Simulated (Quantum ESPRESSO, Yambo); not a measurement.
# A GW chain in Yambo: CdTe (F-43m), part 2 of 3

Wanted: ground state, empty states, screening and self-energy for CdTe (F-43m).

Quantum ESPRESSO 7.5 and Yambo 5.3.0; PBE and many-body steps on it, plane waves. Known limits of the many-body steps: not at the basis limit; coarse k mesh.

So far. Step 2 (Ground state): The gap is direct, at Γ. Step 3 (Bands along the symmetry lines): The gap is 0.602 eV, as in the run before at this level.

The database entry behind the starting cell differs from later determinations by our own check (an axis about 1.1 % short against later determinations), so it need not match the best structure at ambient conditions.

### 4. Empty states on the mesh, 4×4×4 mesh, 268 bands

Level of this step: DFT, PBE with spin-orbit coupling, plane waves, norm-conserving pseudopotentials (Quantum ESPRESSO).

The sums over transitions need many empty states on a uniform mesh; this step solves for them.

pw.in reads:

```
&control
  calculation = 'nscf'
  prefix = 'x'
  outdir = 'o'
  pseudo_dir = 'pseudo'
/
&system
  ibrav = 0
  nat = 2
  ntyp = 2
  ecutwfc = 94.0
  nbnd = 268
  force_symmorphic = .true.
  noncolin = .true.
  lspinorb = .true.
/
&electrons
  conv_thr = 1e-9
  electron_maxstep = 80
  diago_full_acc = .true.
  diago_thr_init = 5e-6
/
ATOMIC_SPECIES
  Cd 112.41 Cd.upf
  Te 127.6 Te.upf
CELL_PARAMETERS angstrom
  -0.0000000000 3.2050000000 3.2050000000
  3.2050000000 -0.0000000000 3.2050000000
  3.2050000000 3.2050000000 -0.0000000000
ATOMIC_POSITIONS crystal
  Cd 0.0000000000 0.0000000000 0.0000000000
  Te 0.2500000000 0.2500000000 0.2500000000
K_POINTS automatic
  4 4 4 0 0 0
```

Started as:

```sh
$ OMP_NUM_THREADS=1 mpirun -n 4 pw.x -nk 4 -in pw.in > pw.out
```

What it wrote:

```text
[banner, memory and clock lines left out]
Program PWSCF v.7.5 starts

     Atomic positions and unit cell read from directory:
     o/x.save/

     Message from routine setup:
     using ibrav=0 with symmetry is DISCOURAGED, use correct ibrav instead

     G-vector sticks info

     bravais-lattice index     =            0
     lattice parameter (alat)  =       8.5653  a.u.
     unit-cell volume          =     444.3352 (a.u.)^3
     number of atoms/cell      =            2
     number of atomic types    =            2
     number of electrons       =        44.00
     number of Kohn-Sham states=          268
     kinetic-energy cutoff     =      94.0000  Ry
     charge density cutoff     =     376.0000  Ry
     Exchange-correlation= PBE
                           (   1   4   3   4   0   0   0)
     Non magnetic calculation with spin-orbit

     celldm(1)=   8.565287  celldm(2)=   0.000000  celldm(3)=   0.000000
     celldm(4)=   0.000000  celldm(5)=   0.000000  celldm(6)=   0.000000

     crystal axes: (cart. coord. in units of alat)
               a(1) = (  -0.000000   0.707107   0.707107 )
               a(2) = (   0.707107  -0.000000   0.707107 )
               a(3) = (   0.707107   0.707107  -0.000000 )

     reciprocal axes: (cart. coord. in units 2 pi/alat)
               b(1) = ( -0.707107  0.707107  0.707107 )
               b(2) = (  0.707107 -0.707107  0.707107 )
               b(3) = (  0.707107  0.707107 -0.707107 )
     Pseudo is Norm-conserving + core correction, Zval = 20.0
     Generated using ONCVPSP code by D. R. Hamann
     Using radial grid of 1368 points, 10 beta functions with:
     Pseudo is Norm-conserving + core correction, Zval = 24.0
     Generated using ONCVPSP code by D. R. Hamann
     Using radial grid of 1324 points, 10 beta functions with:
     Cd               20.00   112.41000     Cd( 1.00)
     Te               24.00   127.60000     Te( 1.00)

     24 Sym. Ops. (no inversion) found

   Cartesian axes

     site n.     atom                  positions (alat units)
         1        Cd     tau(   1) = (   0.0000000   0.0000000   0.0000000  )
         2        Te     tau(   2) = (   0.3535534   0.3535534   0.3535534  )

     number of k points=     8
                       cart. coord. in units 2pi/alat
        k(    1) = (   0.0000000   0.0000000   0.0000000), wk =   0.0156250
        k(    2) = (   0.1767767   0.1767767  -0.1767767), wk =   0.1250000
        k(    3) = (  -0.3535534  -0.3535534   0.3535534), wk =   0.0625000
[...]
k(    7) = (  -0.7071068   0.0000000   0.0000000), wk =   0.0468750
        k(    8) = (  -0.7071068   0.3535534   0.0000000), wk =   0.0937500

     Dense  grid:    54769 G-vectors     FFT dimensions: (  54,  54,  54)

     The potential is recalculated from file :
     o/x.save/charge-density

     Starting wfcs are   46 randomized atomic wfcs +  222 random wfcs

     Band Structure Calculation

     End of band structure calculation

          k = 0.0000 0.0000 0.0000 (  6855 PWs)   bands (ev):

  -149.8567-149.8567-106.6752-106.6752 -96.9680 -96.9680 -96.9680 -96.9680
   -93.4110 -93.4110 -58.5164 -58.5164 -52.6964 -52.6964 -52.6964 -52.6964
   -28.1461 -28.1461 -28.1461 -28.1461 -26.6866 -26.6866 -26.6807 -26.6807
   -26.6807 -26.6807  -2.5781  -2.5781   0.0860   0.0860   0.0860   0.0860
[...]
[... 22 further rows ...]
[...]
81.5008  81.5008  81.5009  81.5009

          k = 0.1768 0.1768-0.1768 (  6838 PWs)   bands (ev):

  -149.8567-149.8567-106.6752-106.6752 -96.9680 -96.9680 -96.9680 -96.9680
[...]
[... 22 further rows ...]
[...]
83.8515  83.8598  83.9939  83.9939

          k =-0.3536-0.3536 0.3536 (  6850 PWs)   bands (ev):

  -149.8567-149.8567-106.6752-106.6752 -96.9680 -96.9680 -96.9680 -96.9680
[...]
27.9422  27.9422  27.9771  27.9771  29.4361  29.4361  30.5263  30.5263
     [... 22 further rows ...]
    81.5976  81.5976  81.7996  81.7996  82.3225  82.3225  83.5599  83.5599
    83.9164  83.9164  83.9207  83.9207

          k = 0.3536 0.0000 0.0000 (  6843 PWs)   bands (ev):

     [... further k-points ...]

     highest occupied, lowest unoccupied level (ev):     9.0544    9.6561

     XML data file, pseudopotentials, collected wavefunctions
```

The job ended after 2.1 min (4 MPI ranks of Arm Neoverse V1, shared host; peak memory 1.5 GiB).

Numbers from this step:

```yaml
gap: 0.6017 eV
k_of_the_valence_top: 0, 0, 0
k_of_the_conduction_bottom: 0, 0, 0
least_direct_gap: 0.6017 eV
k_points_computed: 8
lowest_point_of_the_top_converged_band_above_the_valence_top: 72.4464 eV
```

On this mesh the gap is 0.602 eV.

### 5. Conversion and set-up

This step: Yambo 5.3.0; conversion and set-up on PBE with spin-orbit coupling, plane waves, norm-conserving pseudopotentials.

The states are converted to the many-body program's format and the q mesh is built.

Started as:

```sh
$ (cd o/x.save; p2y > p2y.log; mv SAVE ../..); yambo > setup.log
```

What it wrote:

```text
 Yambo, version 5.3.0

 [02] CORE Variables Setup
 =========================

  [02.01] Unit cells
  ==================

  Cell kind             :  FCC
  Atoms in the cell     :  Cd  Te
  number of Cd atoms    :  1
  number of Te atoms    :  1

  List of atomic masses
  Mass of Cd    :  112.4100
  Mass of Te    :  127.6000

  List of atomic coordinates    : [cc]
  Cd1       :  0.000000  0.000000  0.000000  order 1
  Te1       :  3.028286  3.028286  3.028286  order 2

  Alat factors          :  6.056572  6.056572  6.056572 [a.u.]
  Direct lattice volume :  444.3352 [a.u.]
  Direct lattice vectors:  A[ 1 ]  A[ 2 ]  A[ 3 ]
   A[ 1 ]: -0.000000  1.000000  1.000000  [iru]
  -0.000000  6.056572  6.056572  [cc]
   A[ 2 ]:  1.000000 -0.000000  1.000000  [iru]
   6.056572 -0.000000  6.056572  [cc]
   A[ 3 ]:  1.000000  1.000000 -0.000000  [iru]
   6.056572  6.056572 -0.000000  [cc]

  Recip. lattice volume :  0.558250 [a.u.]
  Recip. lattice vectors:  B[ 1 ]  B[ 2 ]  B[ 3 ]
   B[ 1 ]: -0.500000  0.500000  0.500000  [iku]
  -0.518708  0.518708  0.518708  [cc]
   B[ 2 ]:  0.500000 -0.500000  0.500000  [iku]
   0.518708 -0.518708  0.518708  [cc]
   B[ 3 ]:  0.500000  0.500000 -0.500000  [iku]
   0.518708  0.518708 -0.518708  [cc]

  [02.02] Symmetries
  ==================

  Inversion symmetry    : yes
  Spatial inversion     : no
  Inversion index       :  25
  K-space Time-reversal : yes
  Magnetic symmetries   : no
  Time-reversal derived K-space symmetries:   25   48
  Group table correct   : yes
  Symmetries units      :  [cc]

   [S  1]:   1.0000     -0.15505E-16 -0.15505E-16 -0.15505E-16   1.0000      0.15505E-16  0.15505E-16  0.15505E-16   1.0000
   [S  2]:  -1.0000      0.15505E-16 -0.15505E-16  0.15505E-16  -1.0000      0.15505E-16 -0.15505E-16 -0.15505E-16   1.0000
   [S  3]:  -1.0000     -0.15505E-16  0.15505E-16  0.15505E-16   1.0000     -0.15505E-16 -0.15505E-16  0.15505E-16  -1.0000
[...]
[S  9]: -0.15505E-16   1.0000     -0.15505E-16  0.15505E-16 -0.15505E-16   1.0000       1.0000      0.15505E-16  0.15505E-16
   [S 10]: -0.15505E-16  -1.0000      0.15505E-16  0.15505E-16  0.15505E-16  -1.0000       1.0000     -0.15505E-16 -0.15505E-16
     [... 36 further rows ...]
   [S*47]:   1.0000     -0.15505E-16  0.15505E-16 -0.15505E-16  0.15505E-16  -1.0000      0.15505E-16   1.0000     -0.15505E-16
   [S*48]:   1.0000      0.15505E-16 -0.15505E-16 -0.15505E-16 -0.15505E-16   1.0000      0.15505E-16  -1.0000      0.15505E-16

  [02.03] Reciprocal space
  ========================

  nG shells         :   469
  nG charge         :   54769
  nG WFs            :   8040
  nC WFs            :   6855
  G-vecs. in first 46 shells:  [ Number ]
     1    9   15   27   51   59   65   89  113
    137   169   181   229   259   283   307   331   339
    387   411   459   531   537   561   609   645   701
[...]
1639
  ...
[...]
K/Q-points units:
  rlu = crystal or reduced units; cc = cartesian coordinates; iku = interal k-units

  K [1]          [rlu]:  0.000000  0.000000  0.000000
         WF components:   6855
  K [2]          [rlu]: -0.91950E-18 -0.91950E-18  0.25000
         WF components:   6838
  K [3]          [rlu]:  0.18390E-17  0.18390E-17 -0.50000
         WF components:   6850
  K [4]          [rlu]:  0.93911E-17  0.25000      0.25000
         WF components:   6843
  K [5]          [rlu]:  0.27585E-17  0.25000     -0.50000
         WF components:   6840
  [... 2 further k-points ...]
  K [8]          [rlu]:  0.250000 -0.500000 -0.250000
         WF components:   6844

  [02.05] Energies & Occupations
  ==============================

  [X] === General ===
  [X] Electronic Temperature                        :  0.000000  0.000000 [eV K]
  [X] Bosonic    Temperature                        :  0.000000  0.000000 [eV K]
  [X] Finite Temperature mode                       : no
  [X] El. density                                   :  0.66825E+24 [cm-3]
  [X] Fermi Level                                   :  9.054415 [eV]

  [X] === Gaps and Widths ===
  [X] Conduction Band Min                           :  0.601671 [eV]
  [X] Valence Band Max                              :  0.000000 [eV]
  [X] Filled Bands                                  :   44
  [X] Empty Bands                                   :   45  268
  [X] Direct Gap                                    :  0.601671 [eV]
  [X] Direct Gap localized at k                     :  1
  [X] Indirect Gap                                  :  0.601671 [eV]
  [X] Indirect Gap between kpts                     :  1  1
  [X] Last valence band width                       :  2.550699 [eV]
  [X] 1st conduction band width                     :  3.256329 [eV]

  E @ K [1]:  [eV]
  -158.9111 -158.9111 -115.7296 -115.7296 -106.0224 -106.0224 -106.0224 -106.0224
  -102.4654 -102.4654  -67.5708  -67.5708  -61.7508  -61.7508  -61.7508  -61.7508
  -37.20052 -37.20052 -37.20052 -37.20052 -35.74102 -35.74102 -35.73513 -35.73513
[...]
occ @ K [1]
[...]
E @ K [2]:  [eV]
[...]
occ @ K [2]
[...]
E @ K [3]:  [eV]
[...]
occ @ K [3]
[...]
E @ K [4]:  [eV]
[...]
occ @ K [4]
[...]
E @ K [5]:  [eV]
[...]
occ @ K [5]
[...]
[... 2 further k-points ...]
  E @ K [8]:  [eV]
[...]
occ @ K [8]
[...]
0.000000  0.000000  0.000000  0.000000  0.000000  0.000000  0.000000  0.000000
   0.000000  0.000000  0.000000  0.000000  0.000000  0.000000  0.000000  0.000000

 [03] Transferred momenta grid and indexing
 ==========================================

 IBZ Q-points                                      :   8
 BZ  Q-points                                      :   64

 K/Q-points units:
 rlu = crystal or reduced units; cc = cartesian coordinates; iku = interal k-units

 Q [1]          [rlu]:  0.000000  0.000000  0.000000
 Q [2]          [rlu]: -0.91950E-18 -0.91950E-18  0.25000
 Q [3]          [rlu]:  0.18390E-17  0.18390E-17 -0.50000
[...]
Q [7]          [rlu]: -0.18782E-16 -0.50000     -0.50000
 Q [8]          [rlu]:  0.250000 -0.500000 -0.250000

  [03.01] X indexes
  =================

   [03.01.01] Sigma indexes
   ========================

 [06] Game Over & Game summary
```

Elapsed: 4.2 s, on 1 MPI rank; peak memory 0.26 GiB.

(Continued in part 3 of 3.)

[Paths, hosts, dates, memory and timing lines, banners, echoed tables and standing remarks are left out of the program output.]

[Logs are printed without paths, hosts, clocks, repeated set-up lines and the standing remarks that a program may print on its own settings, such as how far it seeks lower states.]

[Runs of the session that timed out or met a known fault of the program may be left out.]

[Hosts, paths, dates, database ids (printed as entryN), source tags and the programs' standing remarks are cut or masked in the printed files.]
